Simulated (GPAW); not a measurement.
The system is Ge.

```
CELL_PARAMETERS angstrom
0.00000 2.82891 2.82891
2.82891 0.00000 2.82891
2.82891 2.82891 0.00000
ATOMIC_POSITIONS crystal
Ge 0.75000 0.75000 0.75000
Ge 0.50000 0.50000 0.50000
```

Program: GPAW 26.7.0. Alike in all runs: cell as given; k mesh 8 × 8 × 8; cutoff (eV) 600.

Problem. Order these runs on this cell by their pressure, lowest first.
A. level RPBE; potentials or basis the program's PAW data sets (release 1.2.1) made for this functional, pw; spin off; smearing gaussian 0.1 eV
B. level PBE; potentials or basis GPAW PAW data sets (gpaw-data 1.2.1), pw; spin off; smearing gaussian 0.029 eV
C. level PBEint; potentials or basis PAW data sets generated in the run's folder for this functional, pw; spin SOC, no magnetisation; smearing fermi-dirac 0.05 eV; band path GXWKGLUWLK,UX; band points 100; spin axis theta (degrees) 90; spin axis phi (degrees) 45; soc after scf second variation

Solution. C (1.7 GPa), B (3.8 GPa), A (5.7 GPa).

Caveats: spin-orbit coupling was added after a scalar SCF, so levels and gaps hold it while energy, forces, pressure and moments don't (some runs).
